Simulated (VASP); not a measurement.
# MgO (Fm-3m) in VASP: elastic constants with PBE

Aim: the elastic constants of MgO with PBE.

All numbers are computed with VASP 6.6.1; they aren't measurements. Logs are shortened: lines on timing, memory, paths and dates and some standing lists are left out, and cuts for length are marked.

### Step 1. The structure

The structure is cubic, space group Fm-3m (No. 225). The conventional cell has a = 4.217 Å, b = 4.217 Å, c = 4.217 Å, α = 90.00°, β = 90.00°, γ = 90.00°. Around Mg (site symmetry m-3m) lie 6 O at 2.11 Å. Around O (site symmetry m-3m) lie 6 Mg at 2.11 Å.

### Step 2. Elastic constants, PBE

Input file POSCAR:

```
MgO
1.0
    0.0000000000      2.1085000000      2.1085000000
    2.1085000000      0.0000000000      2.1085000000
    2.1085000000      2.1085000000      0.0000000000
Mg O
1 1
Direct
    0.0000000000      0.0000000000      0.0000000000
    0.5000000000      0.5000000000      0.5000000000
```

Input file INCAR.step1:

```
  PREC = Accurate
  ENCUT = 600
  EDIFF = 1E-8
  ISMEAR = 0
  SIGMA = 0.02
  LREAL = F
  LASPH = T
  NELM = 60
  ALGO = Normal
  ISIF = 3
  LWAVE = F
  LCHARG = F
  GGA = PE
  IBRION = 2
  NSW = 40
  EDIFFG = -0.002
```

Input file INCAR.step2:

```
  PREC = Accurate
  ENCUT = 600
  EDIFF = 1E-8
  ISMEAR = 0
  SIGMA = 0.02
  LREAL = F
  LASPH = T
  NELM = 60
  ALGO = Normal
  ISIF = 3
  LWAVE = F
  LCHARG = F
  GGA = PE
  IBRION = 6
  NFREE = 2
  POTIM = 0.015
  NSW = 1
```

Input file KPOINTS:

```
regular mesh
0
Gamma
  10 10 10
```

Potentials or basis: VASP PAW PBE potentials, release 64 (Mg, O).

Launch:

```
> cat potpaw_PBE.64/Mg/POTCAR potpaw_PBE.64/O/POTCAR > POTCAR
> cp INCAR.step1 INCAR
> mpirun -np 1 vasp_std > vasp.out
> cp CONTCAR POSCAR
> cp INCAR.step2 INCAR
> mpirun -np 1 vasp_std > vasp.out
```

OUTCAR:

```text
PREC = Accurate
   ENCUT = 600
   EDIFF = 1E-8
   ISMEAR = 0
   LREAL = F
   LASPH = T
   NELM = 60
   ISIF = 3
   GGA = PE
   IBRION = 6
   NFREE = 2
   POTIM = 0.015
   NSW = 1

 ion  position               nearest neighbor table
   1  0.000  0.000  0.000-   2 2.12   2 2.12   2 2.12   2 2.12   2 2.12   2 2.12
   2  0.500  0.500  0.500-   1 2.12   1 2.12   1 2.12   1 2.12   1 2.12   1 2.12

  LATTYP: Found a face centered cubic cell.
 ALAT       =     4.2448383086

  Lattice vectors:

 A1 = (   0.0000000000,   2.1224191543,   2.1224191543)
 A2 = (   2.1224191543,   0.0000000000,   2.1224191543)
 A3 = (   2.1224191543,   2.1224191543,   0.0000000000)

Analysis of symmetry for initial positions (statically):
=====================================================================
 Subroutine PRICEL returns:
 Original cell was already a primitive cell.

 Routine SETGRP: Setting up the symmetry group for a
 face centered cubic supercell.

 Subroutine GETGRP returns: Found 48 space group operations
 (whereof 48 operations were pure point group operations)
 out of a pool of 48 trial point group operations.

The static configuration has the point symmetry O_h .

Analysis of symmetry for dynamics (positions and initial velocities):
=====================================================================
 Subroutine PRICEL returns:
 Original cell was already a primitive cell.

 Routine SETGRP: Setting up the symmetry group for a
 face centered cubic supercell.

 Subroutine GETGRP returns: Found 48 space group operations
 (whereof 48 operations were pure point group operations)
 out of a pool of 48 trial point group operations.

The dynamic configuration has the point symmetry O_h .

 Subroutine INISYM returns: Found 48 space group operations
 (whereof 48 operations are pure point group operations),
 and found     1 'primitive' translations

----------------------------------------------------------------------------------------

                                     Primitive cell

  volume of cell :      19.1216

  direct lattice vectors                    reciprocal lattice vectors
     0.000000000  2.122419154  2.122419154    -0.235580234  0.235580234  0.235580234
     2.122419154  0.000000000  2.122419154     0.235580234 -0.235580234  0.235580234
     2.122419154  2.122419154  0.000000000     0.235580234  0.235580234 -0.235580234

  length of vectors
     3.001553953  3.001553953  3.001553953     0.408036934  0.408036934  0.408036934

  position of ions in fractional coordinates (direct lattice)
     0.000000000  0.000000000  0.000000000
     0.500000000  0.500000000  0.500000000

  ion indices of the primitive-cell ions
   primitive index   ion index
                 1           1
                 2           2

----------------------------------------------------------------------------------------

 KPOINTS: regular mesh

Automatic generation of k-mesh.
 Grid dimensions read from file:
 generate k-points for:   10   10   10

 Generating k-lattice:

  Cartesian coordinates                     Fractional coordinates (reciprocal lattice)
    -0.023558023  0.023558023  0.023558023     0.100000000  0.000000000  0.000000000
     0.023558023 -0.023558023  0.023558023     0.000000000  0.100000000  0.000000000
     0.023558023  0.023558023 -0.023558023     0.000000000  0.000000000  0.100000000

  Length of vectors
     0.040803693  0.040803693  0.040803693

  Shift w.r.t. Gamma in fractional coordinates (k-lattice)
     0.000000000  0.000000000  0.000000000

 Subroutine IBZKPT returns following result:
 ===========================================

 Found     47 irreducible k-points:

 Following reciprocal coordinates:
            Coordinates               Weight
  0.000000  0.000000  0.000000      1.000000
  0.100000  0.000000  0.000000      8.000000
  0.200000  0.000000  0.000000      8.000000
  0.300000  0.000000  0.000000      8.000000
[... 58 lines left out ...]
     AMIX     =   0.40;   BMIX     =  1.00
     AMIX_MAG =   1.60;   BMIX_MAG =  1.00
  volume/ion in A,a.u.               =       9.56        64.52
  Fermi-wavevector in a.u.,A,eV,Ry     =   1.224420  2.313818 20.397906  1.499204
  Thomas-Fermi vector in A             =   2.359495
   LORBIT       =      0    0 simple, 1 ext, 2 COOP (PROOUT), +10 PAW based schemes
   GGA     = PE    functional components
   LHFCALC =     F    Hartree Fock is set to
   AEXX    =    0.0000 exact exchange contribution
   IVDW    =     0    specifies the selected vdW correction
   LEPSILON=     F    determine dielectric tensor
   LRPA    =     F    only Hartree local field effects (RPA)
 finite differences with symmetry
 non-spin polarized calculation
 Gauss-broadening in eV      SIGMA  =   0.02
  energy-cutoff  :      600.00
  volume of cell :       19.12
 maximum number of plane-waves:       648
   NGX = 11   NGY = 11   NGZ = 11

--------------------------------------- Ionic step        1  -------------------------------------------

 number of electron       8.0000005 magnetization

 Free energy of the ion-electron system (eV)
  ---------------------------------------------------
  ext. energy  EPLUGINS =         0.00000000
  ---------------------------------------------------
  free energy    TOTEN  =       -11.91496379 eV

  energy without entropy =      -11.91496379  energy(sigma->0) =      -11.91496379

------------------------ aborting loop because EDIFF is reached ----------------------------------------

  FORCE on cell =-STRESS in cart. coord.  units (eV):
  Direction    XX          YY          ZZ          XY          YZ          ZX
  --------------------------------------------------------------------------------------
  -------------------------------------------------------------------------------------
  Total       -0.0020671     -0.0020671     -0.0020671      0.0000000      0.0000000     -0.0000000
  in kB       -0.1732006     -0.1732006     -0.1732006      0.0000000      0.0000000     -0.0000000
  external PRESSURE =      -0.1732006 kB  Pullay stress =       0.0000000 kB
[... 89 lines left out ...]
  FREE ENERGIE OF THE ION-ELECTRON SYSTEM (eV)
  ---------------------------------------------------
  free  energy   TOTEN  =       -11.9110738364 eV

  energy  without entropy=      -11.9110738364  energy(sigma->0) =      -11.91107384

[... ionic steps 4 to 14 ...]

--------------------------------------- Ionic step       15  -------------------------------------------

 number of electron       8.0000004 magnetization

------------------------ aborting loop because EDIFF is reached ----------------------------------------
[... 67 lines left out ...]
--------------------------------------- Ionic step       17  -------------------------------------------

 number of electron       8.0000002 magnetization

 Free energy of the ion-electron system (eV)
  ---------------------------------------------------
  ext. energy  EPLUGINS =         0.00000000
  ---------------------------------------------------
  free energy    TOTEN  =       -11.91440458 eV

  energy without entropy =      -11.91440458  energy(sigma->0) =      -11.91440458

 E-fermi :   3.1272     XC(G=0): -10.9686

 val. band max:        3.0124573849   @ k =   0.0000   0.0000   0.0000
 cond. band min:       7.5170231585   @ k =   0.0000   0.0000   0.0000
 fundamental gap:      4.5045657736
 Fermi energy:         3.1272001207

 k-point     1 :       0.0000    0.0000    0.0000
  band No.  band energies     occupation
      1     -14.1325      2.00000
      2       3.0121      2.00000
      3       3.0125      2.00000
      4       3.0125      2.00000
      5       7.5170      0.00000
      6      18.6832      0.00000
      7      18.6837      0.00000
      8      18.6837      0.00000
[... 243 lines left out ...]
 k-point    24 :       0.4000    0.3000    0.0000
  band No.  band energies     occupation
      1     -12.9478      2.00000
      2      -0.4869      2.00000
      3       1.7430      2.00000
      4       1.9560      2.00000
      5      12.3590      0.00000
      6      13.1178      0.00000
      7      16.3683      0.00000
      8      20.8877      0.00000

 [... further k-points ...]

------------------------ aborting loop because EDIFF is reached ----------------------------------------

  FORCE on cell =-STRESS in cart. coord.  units (eV):
  Direction    XX          YY          ZZ          XY          YZ          ZX
  --------------------------------------------------------------------------------------
  -------------------------------------------------------------------------------------
  Total        0.0065254     -0.0023879     -0.0023879      0.0000000      0.0000000      0.0000000
  in kB        0.5467551     -0.2000836     -0.2000836      0.0000000      0.0000000      0.0000000
  external PRESSURE =       0.0488626 kB  Pullay stress =       0.0000000 kB
[... 17 lines left out ...]
  FREE ENERGIE OF THE ION-ELECTRON SYSTEM (eV)
  ---------------------------------------------------
  free  energy   TOTEN  =       -11.9144045823 eV

  energy  without entropy=      -11.9144045823  energy(sigma->0) =      -11.91440458

 INTERNAL STRAIN TENSORS FROM STRAINED CELLS
 ============================================

 INTERNAL STRAIN TENSOR FOR ION    1 for displacements in x,y,z  (eV/Angst):
          X           Y           Z          XY          YZ          ZX
  --------------------------------------------------------------------------------
  x     0.00000    -0.00000    -0.00000     0.00000    -0.00000    -0.00000
  y    -0.00000     0.00000     0.00000     0.00000    -0.00000    -0.00000
  z    -0.00000     0.00000     0.00000    -0.00000     0.00000     0.00000

 INTERNAL STRAIN TENSORS FROM DISPLACED ATOMS
 ============================================

 INTERNAL STRAIN TENSOR FOR ION    1 for displacements in x,y,z  (eV/Angst):
          X           Y           Z          XY          YZ          ZX
  --------------------------------------------------------------------------------
  x     0.00000     0.00000     0.00000     0.00000     0.00000     0.00000
  y     0.00000     0.00000     0.00000     0.00000     0.00000     0.00000
  z     0.00000     0.00000     0.00000     0.00000     0.00000     0.00000

 INTERNAL STRAIN TENSOR FOR ION    2 for displacements in x,y,z  (eV/Angst):
          X           Y           Z          XY          YZ          ZX
  --------------------------------------------------------------------------------
  x     0.00000     0.00000     0.00000     0.00000     0.00000     0.00000
  y     0.00000     0.00000     0.00000     0.00000     0.00000     0.00000
  z     0.00000     0.00000     0.00000     0.00000     0.00000     0.00000

 Eigenvectors and eigenvalues of the dynamical matrix
 ----------------------------------------------------

   1 f  =   11.200016 THz    70.371778 2PiTHz  373.592332 cm-1    46.319525 meV
             X         Y         Z           dx          dy          dz
      0.000000  0.000000  0.000000     0.000000    0.629920    0.000000
      2.122419  2.122419  2.122419     0.000000   -0.776660    0.000000
[... 21 lines left out ...]
   6 f/i=    0.001985 THz     0.012475 2PiTHz    0.066227 cm-1     0.008211 meV
             X         Y         Z           dx          dy          dz
      0.000000  0.000000  0.000000     0.000000    0.000000    0.776660
      2.122419  2.122419  2.122419     0.000000    0.000000    0.629920

--------------------------------------------------------------------------------------------------------

 ELASTIC MODULI CONTR FROM IONIC RELAXATION (kBar)
 Direction    XX          YY          ZZ          XY          YZ          ZX
 --------------------------------------------------------------------------------
 XX           0.0000      0.0000      0.0000      0.0000      0.0000      0.0000
 YY           0.0000      0.0000      0.0000      0.0000      0.0000      0.0000
 ZZ           0.0000      0.0000      0.0000      0.0000      0.0000      0.0000
 XY           0.0000      0.0000      0.0000      0.0000      0.0000      0.0000
 YZ           0.0000      0.0000      0.0000      0.0000      0.0000      0.0000
 ZX           0.0000      0.0000      0.0000      0.0000      0.0000      0.0000
 --------------------------------------------------------------------------------

 TOTAL ELASTIC MODULI (kBar)
 Direction    XX          YY          ZZ          XY          YZ          ZX
 --------------------------------------------------------------------------------
 XX        2751.4940    902.4355    902.4355     -0.0000      0.0000     -0.0000
 YY         902.4355   2751.4940    902.4355     -0.0000     -0.0000     -0.0000
 ZZ         902.4355    902.4355   2751.4940      0.0000      0.0000     -0.0000
 XY          -0.0000     -0.0000      0.0000   1432.1590     -0.0000      0.0000
 YZ           0.0000     -0.0000      0.0000     -0.0000   1432.1590      0.0000
 ZX          -0.0000     -0.0000     -0.0000      0.0000      0.0000   1432.1590
 --------------------------------------------------------------------------------
```

Wall time 3.1 min (1 thread of AMD EPYC 9R14 (Zen 4), shared host); peak memory 0.21 GiB.

Results:

```yaml
Relaxed_volume: 9.56 Å³/atom
Relaxed_cell: a = 3.002 Å, b = 3.002 Å, c = 3.002 Å, α = 60.00°, β = 60.00°, γ = 60.00°
Space_group_after_relaxing_to_0.05_Å: Fm-3m (No. 225)
Elastic_constants_C11_C12_C44: 275, 90, 143 GPa
Voigt_bulk_modulus: 152 GPa
Highest_phonon_frequency_at_Γ_LO-TO_splitting_left_out: 374 cm⁻¹
```

The path:
| step | energy change (eV) | largest force (eV/Å) | pressure (GPa) | volume (Å³) |
| --- | --- | --- | --- | --- |
| 1 | 0.0000 | 0.0000 | 3.12 | 18.75 |
| 2 | -0.0032 | 0.0000 | -0.98 | 19.25 |
| 3 | -0.0036 | 0.0000 | 0.01 | 19.12 |

Final structure:
```xyz
2
Lattice="0.0000 2.1224 2.1224 2.1224 0.0000 2.1224 2.1224 2.1224 0.0000" Properties=species:S:1:pos:R:3 pbc="T T T"
Mg    0.0000    0.0000    0.0000
O     2.1224    2.1224    2.1224
```

Phonon frequencies in cm⁻¹ (negative: imaginary):
| q point | frequencies |
| --- | --- |
| (0.000, 0.000, 0.000) | 0 0 0 374 374 374 |

Elastic tensor in Voigt notation (GPa, in the Cartesian axes of the cell as first typed):
```
275  90  90   0   0   0
 90 275  90   0   0   0
 90  90 275   0   0   0
  0   0   0 143   0   0
  0   0   0   0 143   0
  0   0   0   0   0 143
```

Clamped-ion elastic tensor (GPa):
```
275  90  90   0   0   0
 90 275  90   0   0   0
 90  90 275   0   0   0
  0   0   0 143   0   0
  0   0   0   0 143   0
  0   0   0   0   0 143
```
